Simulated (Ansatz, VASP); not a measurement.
One calculation of CuO, two programs

```
CELL_PARAMETERS angstrom
3.37580 0.00000 0.00000
0.00000 3.37580 0.00000
0.00000 0.00000 4.20288
ATOMIC_POSITIONS crystal
Cu 0.00000 0.50000 0.00000
Cu 0.50000 0.00000 0.50000
O 0.00000 0.00000 0.25000
O 0.00000 0.00000 0.75000
```

Measurements of this composition are mostly on another form, of space group No. 15.

Alike in both runs: task single point; functional PBE; k mesh 8 × 8 × 6; occupations fermi-dirac, width 0.05 eV; no spin polarisation.

```csv
,VASP,Ansatz
version,VASP 6.6.1,Ansatz 0.2.0
potentials or method,"VASP PAW PBE potentials, release 64 (Cu, O)",Ansatz PAW
plane-wave cutoff (eV),520,420
valence electrons in the cell,34,50
```

```csv
,VASP,Ansatz,Ansatz less VASP
gap on the k mesh at the Fermi level (eV),none,none,-
pressure (GPa),2.8,2.3,-0.52
largest component of the traceless stress (GPa),26.13,26.67,+0.537
```

A gap of «none» marks a metal or a gap that the smearing closes. The two sets of potentials don't hold the same shells in valence.

Caveats: the run has no spin polarisation, though such a crystal can be magnetic; semilocal functionals often make such compounds metallic where correlation or magnetic order opens a gap, which also shifts bond lengths; the pressure holds a Pulay correction of +0.6 GPa for the finite cutoff (Ansatz).
